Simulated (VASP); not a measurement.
Here is a VASP 6.6.1 calculation.

File POSCAR:

```
La
1.0
    3.7825490763      0.0000000000      0.0000000000
   -1.8912745382      3.2757835912      0.0000000000
    0.0000000000      0.0000000000     12.0386484865
La
4
Direct
    0.0000000000      0.0000000000      0.0000000000
    0.0000000000      0.0000000000      0.5000000000
    0.3333333333      0.6666666667      0.2500000000
    0.6666666667      0.3333333333      0.7500000000
```

The input INCAR.step1:

```
SYSTEM = La
  PREC = Accurate
  ENCUT = 520
  ISMEAR = 0
  SIGMA = 0.1
  LREAL = .FALSE.
  LASPH = .TRUE.
  NELM = 80
  NBANDS = 30
  GGA = PE
  ALGO = Normal
  EDIFF = 1E-4
  LWAVE = .TRUE.
  LCHARG = .FALSE.
```

Contents of INCAR.step2:

```
SYSTEM = La
  PREC = Accurate
  ENCUT = 520
  EDIFF = 1E-6
  ISMEAR = 0
  SIGMA = 0.1
  LREAL = .FALSE.
  LASPH = .TRUE.
  NELM = 80
  ALGO = Normal
  ISIF = 2
  LWAVE = .FALSE.
  LCHARG = .TRUE.
  METAGGA = R2SCAN
  LMIXTAU = .TRUE.
  LELF = .TRUE.
  LVHAR = .TRUE.
  NBANDS = 30
  ISTART = 1
```

The input KPOINTS:

```
Automatic mesh
0
G
  15 15 4
  0 0 0
```

Potentials or basis: VASP PAW PBE potentials, release 64 (La).

Command:

```bash
$ cat potpaw_PBE.64/La/POTCAR > POTCAR
$ cp INCAR.step1 INCAR
$ mpirun -np 1 vasp_std > vasp.out
$ cp INCAR.step2 INCAR
$ mpirun -np 1 vasp_std > vasp.out
```

Question: What does it give for the band gap on the k mesh?

Answer: None (metal or under the smearing width).

Question: Estimate the pressure.

Answer: 0.1 GPa.

Caveat: the PAW data sets were made with another functional, which shifts forces and pressure a little. Spin-orbit coupling is left out, which matters for the levels of La.
